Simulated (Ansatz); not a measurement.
## Moving the pressure in SrO

The cell as given:

```xyz
2
Lattice="0.0000 2.5663 2.5663 2.5663 0.0000 2.5663 2.5663 2.5663 0.0000" Properties=species:S:1:pos:R:3 pbc="T T T"
Sr    2.5663    2.5663    2.5663
O     0.0000    0.0000    0.0000
```

Kept alike: task relaxation of cell and atoms; functional PBEsol; k mesh 9 × 9 × 9; occupations fermi-dirac, width 0.05 eV; no spin polarisation. Program: Ansatz, Ansatz PAW, cutoff 420 eV. The mesh is that of the run's cell of 2 atoms. No spin-orbit coupling.

| pressure, P (GPa) | volume (Å³/atom) |
| --- | --- |
| 0 | 16.806 |
| 2 | ? |
| 5 | 16.017 |
| 10 | 15.394 |
| 20 | 14.442 |

The relaxations keep at least the cell's symmetry (Fm-3m). Runs of this series that gave no sound value for these columns are left out. The runs follow the start's structure, whether or not it is the stable one at these pressures. Ansatz's relaxations hold a Pulay term in the stress (up to 0.4 GPa here). All rows use potentials made for PBE.

**Question.** Fit the rows shown and predict the run at 2 GPa.

**Answer.** Murnaghan's form V = V0 (1 + B′P/B0)^(-1/B′) through the rows shown has V0 = 16.8057, B0 = 93.88 GPa and B′ = 4.26 (largest miss 0.0014); at P = 2 it gives 16.466 Å³/atom. The run gave: volume 16.462 Å³/atom.
